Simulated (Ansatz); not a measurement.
# Molybdenum, bcc under PBE: how the Fermi-Dirac smearing moves the result, part 2 of 2

Aim: find which Fermi-Dirac smearing width is enough for energy and pressure. The geometry was relaxed under PBE beforehand and stays fixed; 6 values are run, from 0.01 to 1.0 eV. Wanted are the values from which on the energy stays within 10 and 1 meV/atom, and the pressure within 0.5 GPa, of the narrowest run. Within the series other settings stay, but some runs also write fields, which adds to their time. Spin polarisation is left out.

Ansatz 0.2.0; DFT PBE, plane waves with PAW, scalar-relativistic. Earlier steps stand in the parts before.

## 5. Run at 0.3 eV

The run at 0.3 eV.

input.yaml

```yaml
crystal:
  lattice:
    - [-1.581379395, 1.581379395, 1.581379395]
    - [1.581379395, -1.581379395, 1.581379395]
    - [1.581379395, 1.581379395, -1.581379395]
  atoms:
    - { symbol: Mo, position: [0.0, 0.0, 0.0] }
hamiltonian:
  xc: pbe
  pseudopotentials:
    kind: paw
    azcp:
      Mo: "pseudopotentials/Mo.paw.azcp"
basis:
  ecutwfc: 420
  fft_grid_basis: typed
kpoints:
  mp_grid: { grid: [14, 14, 14], shift: [0, 0, 0] }
magnetization:
  spin_polarized: false
scf:
  occupations: { method: fermi_dirac, width: 0.3 }
  lower_state_search: "off"
output:
  stress: true
```

Run with:

```sh
> ansatz run input.yaml --threads 1 --pin off --max-ram 3584MiB --backend cpu --events-out ev --progress --plain --runs-dir out
```

The log of the run:

```text
Engine: ansatz 0.2.0, x86_64-unknown-linux-gnu
Pseudopotentials: kind: paw
Pseudopotential: Mo, paw, valence charge 14, recommended cutoff 420 eV (normal), <dir>
Functional definition: PBE
  parameter kappa = 0.804
  parameter beta = 0.06672455060314922
  exchange = pbe_x(kappa = kappa, mu = beta*pi^2/3)
  correlation = pbe_c(beta = beta)
Crystal: 1 atoms, lattice volume = 15.819 Å³
Basis set: ecut = 420 eV, 321 PW (Γ)
Bands: 11, of which v1, the nominal top of the filled ones, is band 7 counted from 1 (6 counted from 0)
Symmetry: 48 space group operations
Space group: Im-3m (ITA 229), of the structure as read, at distance tolerance 2.5e-5 Å
k-points: 104 of 2744
Non-local potential: Mo, projectors of the file, l = 0: 3, l = 1: 2, l = 2: 2, l = 3: 1
PAW form: soft (Blöchl's): semilocal exchange-correlation on the pseudo side does not see the compensation charge
PAW one-centre angular grid: Mo, 590 points (default); XC on 64 Gauss nodes
Initial density: superposition of atomic densities (neutral atoms: chi_scale 0, normalization atom), corrected by the library's trained network
Initial wavefunctions: pseudopotential atomic-orbital guess
Functional: x = pbe(κ = 0.804, μ = 0.2195149727645171), c = pbe(β = 0.06672455060314922)
SCF iter   1: F=—  HF=-4956.123622 eV  |F-HF|=—  |Δ(HF+E_count)|=         —  Δρ=3.06e-3  dr2=5.32e-4  ethr=1.77e-3  ⟨swp⟩=4.8  Hψ=6015  notcnv=0
preconditioner: auto → none  [metal: Δε(μ)=0.105 eV  Ē_g=8.207 eV  σ=0.300 eV  W_gap=0.09  n_scr=0 (ndim 8)  ℏωp=22.9 eV  f_vac=0.000  D(μ)=0.73/eV (n_scr^D=12)]
SCF iter   2: F=—  HF=-4956.123630 eV  |F-HF|=—  |Δ(HF+E_count)|=   7.93e-6  Δρ=1.49e-3  dr2=1.22e-4  ethr=3.80e-6  ⟨swp⟩=2.3  Hψ=2471  notcnv=0
SCF iter   3: F=—  HF=-4956.123660 eV  |F-HF|=—  |Δ(HF+E_count)|=   2.98e-5  Δρ=1.27e-4  dr2=8.07e-7  ethr=8.74e-7  ⟨swp⟩=1.1  Hψ=1207  notcnv=0
SCF iter   4: F=—  HF=-4956.123659 eV  |F-HF|=—  |Δ(HF+E_count)|=   4.70e-7  Δρ=4.01e-5  dr2=8.70e-8  ethr=5.77e-9  ⟨swp⟩=2.0  Hψ=1853  notcnv=0
iter 5 did not close the SCF: its close was put off for the readings that it lacked (scf_convergence_deferred on its scf_iter line)
SCF iter   5: F=-4956.123659 eV  HF=-4956.123659 eV  |F-HF|=4.09e-9  |Δ(HF+E_count)|=   5.03e-9  Δρ=8.94e-6  dr2=5.42e-9  ethr=6.21e-10  ⟨swp⟩=2.0  Hψ=1433  notcnv=0
SCF iter   6: F=-4956.123659 eV  HF=-4956.123659 eV  |F-HF|=1.27e-11  |Δ(HF+E_count)|=   2.05e-9  Δρ=1.31e-6  dr2=5.78e-11  ethr=3.87e-11  ⟨swp⟩=1.4  Hψ=3522  notcnv=0
SCF 1 converged in 6 iterations: F = -4956.123659 eV  dr2 = 5.78e-11
SCF converged after 6 iterations
Free energy (F): -4956.123659 eV
Harris-Foulkes:  -4956.123659 eV  (|F-HF|=1.27e-11)
Internal energy: -4955.898316 eV  (E = F + TS)
E sigma→0 (E₀):  -4956.010988 eV
Entropy (-TS):   -0.225343 eV (-225.343 meV/atom)
Fermi energy:    20.760755 eV
--- Per-component energies (eV) ---
  E_band       = -58.349190
  E_kinetic    = 440.748515
  E_local      = -792.881171  (includes V_loc(G=0)·N_el)
  E_nonlocal   = 142.711441
  E_hartree    = 261.967907
  E_xc         = -183.455838
  E_vxc        = -228.965138  (∫ρ·V_xc dr)
  E_paw        = -3201.229658  (= ΣΔE_a)
  E_vpaw       = -143.898823  (= ΣTr[D̂ρ^β])
  E_aug_tail   = 0.000042  (compensation charges beyond the density's cutoff)
  E_ewald      = -1623.759555
  E_smearing   = -0.225343  (= −TS)
  E_closure    = 0.000000  (closes the sum)
  Σ components = -4956.123659   (vs F -4956.123659, Δ=0.00e0)
--- Stress (GPa, compression-positive) ---
        0.524596      -0.000000      -0.000000
       -0.000000       0.524596      -0.000000
       -0.000000      -0.000000       0.524596
  P = ⅓ Tr σ = 0.5246 GPa (5.246 kbar)
```

It took 1.7 s on 1 thread of Intel Xeon Platinum 8259CL at 2.50GHz (Skylake/Cascade Lake), shared host; peak memory 0.46 GiB.

## 6. Run at 0.6 eV

The run at 0.6 eV.

input.yaml, as its differences from that of step 5:

```diff
@@ -21,3 +21,3 @@
 scf:
-  occupations: { method: fermi_dirac, width: 0.3 }
+  occupations: { method: fermi_dirac, width: 0.6 }
   lower_state_search: "off"
```

Run with:

```sh
> ansatz run input.yaml --threads 1 --pin off --max-ram 3584MiB --backend cpu --events-out ev --progress --plain --runs-dir out
```

The log of the run:

```text
band count auto-derived: 12 (N_el = 14.0; filled up to band 7; 11 by the electrons, moments and atoms)
[... 8 set-up lines as earlier in the session ...]
Crystal: 1 atoms, lattice volume = 15.819 Å³
Basis set: ecut = 420 eV, 321 PW (Γ)
Bands: 12, of which v1, the nominal top of the filled ones, is band 7 counted from 1 (6 counted from 0)
[... 2 set-up lines as earlier in the session ...]
k-points: 104 of 2744
[... 6 set-up lines as earlier in the session ...]
SCF iter   1: F=—  HF=-4956.511914 eV  |F-HF|=—  |Δ(HF+E_count)|=         —  Δρ=8.49e-3  dr2=7.12e-3  ethr=1.77e-3  ⟨swp⟩=4.7  Hψ=6355  notcnv=0
preconditioner: auto → none  [metal: Δε(μ)=0.018 eV  Ē_g=9.937 eV  σ=0.600 eV  W_gap=0.01  n_scr=0 (ndim 8)  ℏωp=22.9 eV  f_vac=0.000  D(μ)=0.90/eV (n_scr^D=12)]
SCF iter   2: F=—  HF=-4956.510021 eV  |F-HF|=—  |Δ(HF+E_count)|=   1.89e-3  Δρ=3.29e-3  dr2=4.98e-4  ethr=5.09e-5  ⟨swp⟩=1.9  Hψ=2451  notcnv=0
SCF iter   3: F=—  HF=-4956.510056 eV  |F-HF|=—  |Δ(HF+E_count)|=   3.46e-5  Δρ=1.31e-3  dr2=8.27e-5  ethr=3.56e-6  ⟨swp⟩=1.0  Hψ=1248  notcnv=0
SCF iter   4: F=—  HF=-4956.510064 eV  |F-HF|=—  |Δ(HF+E_count)|=   8.26e-6  Δρ=3.64e-5  dr2=6.33e-8  ethr=5.91e-7  ⟨swp⟩=1.0  Hψ=1248  notcnv=0
iter 5 did not close the SCF: its close was put off for the readings that it lacked (scf_convergence_deferred on its scf_iter line)
SCF iter   5: F=-4956.510064 eV  HF=-4956.510064 eV  |F-HF|=3.39e-9  |Δ(HF+E_count)|=   3.39e-8  Δρ=9.12e-6  dr2=6.49e-9  ethr=4.52e-10  ⟨swp⟩=2.1  Hψ=2109  notcnv=0
SCF iter   6: F=-4956.510064 eV  HF=-4956.510064 eV  |F-HF|=2.64e-11  |Δ(HF+E_count)|=   1.05e-9  Δρ=1.13e-6  dr2=1.26e-10  ethr=4.63e-11  ⟨swp⟩=1.4  Hψ=3947  notcnv=0
SCF 1 converged in 6 iterations: F = -4956.510064 eV  dr2 = 1.26e-10
SCF converged after 6 iterations
Free energy (F): -4956.510064 eV
Harris-Foulkes:  -4956.510064 eV  (|F-HF|=2.64e-11)
Internal energy: -4955.386489 eV  (E = F + TS)
E sigma→0 (E₀):  -4955.948277 eV
Entropy (-TS):   -1.123575 eV (-1123.575 meV/atom)
Fermi energy:    20.732103 eV
--- Per-component energies (eV) ---
  E_band       = -56.867760
  E_kinetic    = 441.620296
  E_local      = -794.688193  (includes V_loc(G=0)·N_el)
  E_nonlocal   = 143.338279
  E_hartree    = 263.007106
  E_xc         = -183.442581
  E_vxc        = -228.949732  (∫ρ·V_xc dr)
  E_paw        = -3201.461883  (= ΣΔE_a)
  E_vpaw       = -144.202390  (= ΣTr[D̂ρ^β])
  E_aug_tail   = 0.000042  (compensation charges beyond the density's cutoff)
  E_ewald      = -1623.759555
  E_smearing   = -1.123575  (= −TS)
  E_closure    = 0.000000  (closes the sum)
  Σ components = -4956.510064   (vs F -4956.510064, Δ=0.00e0)
--- Stress (GPa, compression-positive) ---
        6.017135       0.000000       0.000000
        0.000000       6.017135      -0.000000
        0.000000       0.000000       6.017135
  P = ⅓ Tr σ = 6.0171 GPa (60.171 kbar)
```

Run time: 1.9 s. Hardware: 1 thread of Intel Xeon Platinum 8259CL at 2.50GHz (Skylake/Cascade Lake), shared host; peak memory 0.46 GiB.

## 7. Run at 1.0 eV

The run at 1.0 eV.

input.yaml, as its differences from that of step 6:

```diff
@@ -21,3 +21,3 @@
 scf:
-  occupations: { method: fermi_dirac, width: 0.6 }
+  occupations: { method: fermi_dirac, width: 1.0 }
   lower_state_search: "off"
```

Run with:

```sh
> ansatz run input.yaml --threads 1 --pin off --max-ram 3584MiB --backend cpu --events-out ev --progress --plain --runs-dir out
```

The log of the run:

```text
band count auto-derived: 14 (N_el = 14.0; filled up to band 7; 11 by the electrons, moments and atoms)
[... 8 set-up lines as earlier in the session ...]
Crystal: 1 atoms, lattice volume = 15.819 Å³
Basis set: ecut = 420 eV, 321 PW (Γ)
Bands: 14, of which v1, the nominal top of the filled ones, is band 7 counted from 1 (6 counted from 0)
[... 2 set-up lines as earlier in the session ...]
k-points: 104 of 2744
[... 6 set-up lines as earlier in the session ...]
SCF iter   1: F=—  HF=-4957.585949 eV  |F-HF|=—  |Δ(HF+E_count)|=         —  Δρ=2.07e-2  dr2=5.01e-2  ethr=1.77e-3  ⟨swp⟩=4.6  Hψ=6995  notcnv=0
preconditioner: auto → none  [metal: Δε(μ)=0.058 eV  Ē_g=13.273 eV  σ=1.000 eV  W_gap=0.01  n_scr=0 (ndim 8)  ℏωp=22.9 eV  f_vac=0.000  D(μ)=1.03/eV (n_scr^D=12)]
SCF iter   2: F=—  HF=-4957.570995 eV  |F-HF|=—  |Δ(HF+E_count)|=   1.50e-2  Δρ=7.17e-3  dr2=2.26e-3  ethr=3.58e-4  ⟨swp⟩=1.7  Hψ=2573  notcnv=0
SCF iter   3: F=—  HF=-4957.570947 eV  |F-HF|=—  |Δ(HF+E_count)|=   4.82e-5  Δρ=3.23e-3  dr2=4.77e-4  ethr=1.61e-5  ⟨swp⟩=1.0  Hψ=1456  notcnv=0
SCF iter   4: F=—  HF=-4957.570950 eV  |F-HF|=—  |Δ(HF+E_count)|=   3.41e-6  Δρ=7.26e-5  dr2=1.57e-7  ethr=3.41e-6  ⟨swp⟩=1.0  Hψ=1456  notcnv=0
SCF iter   5: F=—  HF=-4957.570951 eV  |F-HF|=—  |Δ(HF+E_count)|=   1.08e-6  Δρ=2.22e-5  dr2=2.54e-8  ethr=1.12e-9  ⟨swp⟩=2.2  Hψ=2408  notcnv=0
SCF iter   6: F=-4957.570951 eV  HF=-4957.570951 eV  |F-HF|=1.86e-10  |Δ(HF+E_count)|=   3.62e-9  Δρ=3.82e-6  dr2=7.49e-10  ethr=1.81e-10  ⟨swp⟩=2.0  Hψ=4598  notcnv=0
SCF 1 converged in 6 iterations: F = -4957.570951 eV  dr2 = 7.49e-10
SCF converged after 6 iterations
Free energy (F): -4957.570951 eV
Harris-Foulkes:  -4957.570951 eV  (|F-HF|=1.86e-10)
Internal energy: -4954.185425 eV  (E = F + TS)
E sigma→0 (E₀):  -4955.878188 eV
Entropy (-TS):   -3.385527 eV (-3385.527 meV/atom)
Fermi energy:    20.797898 eV
--- Per-component energies (eV) ---
  E_band       = -53.762900
  E_kinetic    = 443.537680
  E_local      = -798.209368  (includes V_loc(G=0)·N_el)
  E_nonlocal   = 144.572067
  E_hartree    = 265.037182
  E_xc         = -183.426013
  E_vxc        = -228.928997  (∫ρ·V_xc dr)
  E_paw        = -3201.937460  (= ΣΔE_a)
  E_vpaw       = -144.808331  (= ΣTr[D̂ρ^β])
  E_aug_tail   = 0.000043  (compensation charges beyond the density's cutoff)
  E_ewald      = -1623.759555
  E_smearing   = -3.385527  (= −TS)
  E_closure    = 0.000000  (closes the sum)
  Σ components = -4957.570951   (vs F -4957.570951, Δ=0.00e0)
--- Stress (GPa, compression-positive) ---
       20.323868      -0.000000      -0.000000
       -0.000000      20.323868       0.000000
       -0.000000      -0.000000      20.323868
  P = ⅓ Tr σ = 20.3239 GPa (203.239 kbar)
```

It took 2.3 s on 1 thread of Intel Xeon Platinum 8259CL at 2.50GHz (Skylake/Cascade Lake), shared host; peak memory 0.46 GiB.

## 8. Convergence table

Energies count from the run at 0.01 eV.

```csv
smearing (eV),F (meV/atom),E(σ → 0) (meV/atom),P (GPa),SCF cycles,CPU time
0.01,0.00,0.00,0.21,6,1.9 s
0.03,-1.74,-0.05,0.15,6,1.8 s
0.2,-54.45,-6.36,0.01,6,2.3 s
0.3,-115.53,-3.07,0.52,6,1.7 s
0.6,-501.93,59.64,6.02,6,1.9 s
1.0,-1562.82,129.73,20.32,6,2.3 s
```

## 9. Summary of results

This closing draws on all 2 parts.

```
                                           quantity                        value
       E(σ → 0) stays within 10 meV/atom of 0.01 eV                 up to 0.3 eV
                   E(σ → 0) stays within 1 meV/atom                up to 0.03 eV
                      pressure stays within 0.5 GPa                 up to 0.3 eV
                                pressure at 0.01 eV                     0.21 GPa
energy of a separate run on a finer mesh (23×23×23)  -15.6 meV/atom from 0.01 eV
```

**Reading.** The far end, 1.0 eV, lies +129.7 meV/atom and +20.1 GPa from the yardstick. Over the range F shifts by -1562.8 meV/atom, while E(σ → 0) shifts by +129.7. In theory F falls as the square of the width under this scheme, but here the ratio is not steady: the mesh at narrow widths, or a density of states that varies over the wide ones, can both cause that. The mesh (14×14×14) is fixed, so the narrowest widths carry a k-point error of their own. The yardstick itself is unsettled by 15.6 meV/atom against the finer mesh, so the thresholds above hold only within this series, and wider smearing, which averages over more states, can land nearer the fine-mesh value than the narrowest does.
